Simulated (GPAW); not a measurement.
Runs of GPAW 26.7.0 on Ni. Symmetry: Fm-3m, No. 225, cubic system. The conventional cell has a = 3.475 Å, b = 3.475 Å, c = 3.475 Å, α = 90.00°, β = 90.00°, γ = 90.00°. Around Ni (site symmetry m-3m) lie 12 Ni at 2.46 Å. 

```tsv
level	potentials or basis	V0 of scaled cells (Å³/atom)	B0 (GPa)
LDA	the program's PAW data sets (release 1.2.1) made for this functional, pw	10.12	259
PW91	PAW data sets generated in the run's folder for this functional, pw	10.96	206
revPBE+D4	the program's PAW data sets (release 1.2.1) made for this functional, pw	(b)	(c)
RPBE+D3	the program's PAW data sets (release 1.2.1) made for this functional, pw	(a)	209
```

Alike in all rows: task equation of state; spin collinear, ferromagnetic start; cell as given; k mesh 11 × 11 × 11; cutoff (eV) 600; smearing fermi-dirac 0.05 eV.

Task: Estimate the missing entries.

Result: (a) 10.74; (b) 10.62; (c) 226.
